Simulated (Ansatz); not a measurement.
# TiS2: the cost of one run

Program: Ansatz 0.2.0. Level of theory: DFT PBEsol, scalar-relativistic, plane waves, PAW. These are calculated values, not measurements.

1 further run of the same task is left out (set aside as unsound or not needed).

## (1) The structure to begin with

Symmetry: P-3m1, No. 164, trigonal system. The conventional cell has a = 3.627 Å, b = 3.627 Å, c = 5.887 Å, α = 90.00°, β = 90.00°, γ = 120.00°. Around Zr (site symmetry -3m) lie 6 S at 2.55 Å. S (site symmetry 3m) is surrounded by 3 Zr at 2.55 Å.

Structure file:

```cif
data_structure
_symmetry_space_group_name_H-M 'P 1'
_symmetry_Int_Tables_number 1
_cell_length_a 3.6274
_cell_length_b 3.6274
_cell_length_c 5.8868
_cell_angle_alpha 90.000
_cell_angle_beta 90.000
_cell_angle_gamma 120.000
_cell_volume 67.08
loop_
_atom_site_label
_atom_site_type_symbol
_atom_site_fract_x
_atom_site_fract_y
_atom_site_fract_z
_atom_site_occupancy
Zr1 Zr 0.00000 0.00000 0.00000 1
S1 S 0.66667 0.33333 0.75316 1
S2 S 0.33333 0.66667 0.24684 1
```

It goes back to an entry of the Materials Project.

It is the result of an earlier relaxation at this level (volume 22.36 Å³/atom; gap on the mesh: 0.77 eV).

## (2) The substitution Zr → Ti

TiS2 starts from the relaxed positions of ZrS2, with all lengths scaled by 0.974, a guess from tabulated radii. Atoms that may carry a moment start with parallel spins.

## (3) Probe: one point at the start (TiS2)

Input file input.yaml:

```yaml
crystal:
  lattice:
    - [3.5324323259, 0.0, 0.0]
    - [-1.766216163, 3.0591761314, 0.0]
    - [0.0, 0.0, 5.7326858185]
  atoms:
    - { symbol: Ti, position: [0.0, 0.0, 0.0], spin: 1.0 }
    - { symbol: S, position: [0.6666666667, 0.3333333333, 0.7531560895] }
    - { symbol: S, position: [0.3333333333, 0.6666666667, 0.2468439105] }
basis:
  ecutwfc: 420
kpoints:
  mp_grid: { grid: [6, 6, 4] }
hamiltonian:
  xc: pbesol
scf:
  occupations: { method: gaussian, width: 0.1 }
  lower_state_search: "off"
output:
  forces: true
  stress: true
  eigenvalues: true
  populations: true
magnetization:
  spin_polarized: true
```

Run with:

```console
$ ansatz run input.yaml --threads 1 --pin off --max-ram 2560MiB --backend cpu --events-out ev --progress --plain --runs-dir out
```

What time and memory should one allow on 1 thread of Intel Xeon Platinum 8175M at 2.50GHz (Skylake/Cascade Lake), shared host?

About 6.3 s, with a peak of 0.4 GiB.
